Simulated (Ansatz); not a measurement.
**Potassium (omega (AlB2-type)) across density functionals**

All rows: Ansatz, plane waves with scalar-relativistic PAW, 420 eV (500 eV for the SCAN forms), relaxed under each functional, no dispersion correction, no zero-point motion. B₀ comes from uniform scaling at fixed shape; a dash is a value not given.

```tsv
functional	V (Å³/atom)	cell	B₀ (GPa)	magnetic state	ΔE to bcc (meV/atom)
PBE	74.21	a = 7.554 Å, c = 4.505 Å (c/a = 0.596)	4	spin not included	8
r²SCAN	76.84	a = 7.651 Å, c = 4.547 Å (c/a = 0.594)	3	spin not included	9
LDA	64.74	a = 7.221 Å, c = 4.301 Å (c/a = 0.596)	4	spin not included	10
revPBE	80.23	a = 7.754 Å, c = 4.622 Å (c/a = 0.596)	3	spin not included	10
RPBE	81.28	a = 7.797 Å, c = 4.632 Å (c/a = 0.594)	3	spin not included	10
BLYP	76.58	a = 7.625 Å, c = 4.563 Å (c/a = 0.598)	3	spin not included	6
```

(1) What does PBEsol give?

Answers

(1) V (Å³/atom): 71.45; cell: a = 7.466 Å, c = 4.440 Å (c/a = 0.595); B₀ (GPa): 4; magnetic state: spin not included; ΔE to bcc (meV/atom): 11.
